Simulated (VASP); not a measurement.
Input of a VASP 6.6.1 run:

The input INCAR:

```
SYSTEM = NaCl
PREC     = Accurate       ! precision mode
ENCUT    = 520            ! plane-wave cutoff, eV
EDIFF    = 1E-7           ! SCF threshold, eV
ISMEAR   = 0              ! smearing method
SIGMA    = 0.02           ! smearing width, eV
LREAL    = .False.        ! projectors in reciprocal space
LASPH    = .True.         ! aspherical terms in the spheres
NELM     = 60             ! most SCF steps
ALGO     = Fast           ! electronic algorithm
ISIF     = 3              ! what is computed and relaxed
LWAVE    = .False.        ! write WAVECAR
LCHARG   = .False.        ! write CHGCAR
GGA      = PS             ! functional
IBRION   = 2              ! ionic algorithm
NSW      = 80             ! ionic steps
EDIFFG   = -0.002         ! ionic threshold
PSTRESS  = 320.0
```

Contents of KPOINTS:

```
Automatic mesh
0
Gamma
  4 4 4
  0 0 0
```

Contents of POSCAR:

```
NaCl                                    
1.0
    3.0045486426     -0.0000000000      0.0000000000
    0.0000000000      3.0045486426     -0.0000000000
    0.0000000000     -0.0000000000      3.0045486426
  Na              Cl            
     1     1
Direct
     1.0000000000000000    1.0000000000000000    0.0000000000000000
     0.5000000000000000    0.5000000000000000    0.5000000000000000
```

Potentials or basis: VASP PAW PBE potentials, release 64 (Na_pv, Cl).

The run is started by

```bash
$ cat potpaw_PBE.64/Na_pv/POTCAR potpaw_PBE.64/Cl/POTCAR > POTCAR
$ mpirun -np 1 vasp_std > vasp.out
```

Problem. Estimate the band gap on the k mesh.

Solution. 4.70 eV, direct.

Final structure:
```
Na Cl
1.0
     3.00455    0.00000    0.00000
     0.00000    3.00455    0.00000
     0.00000    0.00000    3.00455
Na Cl
1 1
Cartesian
  0.0000 0.0000 0.0000
  1.5023 1.5023 1.5023
```

Caveat: the k mesh is coarse (spacing up to 0.52 Å⁻¹), so the values aren't converged; the relaxation stopped at its first step, so nothing moved; the cell is relaxed towards a set pressure, so the enthalpy falls and the energy may rise. A k mesh can miss the band edges.
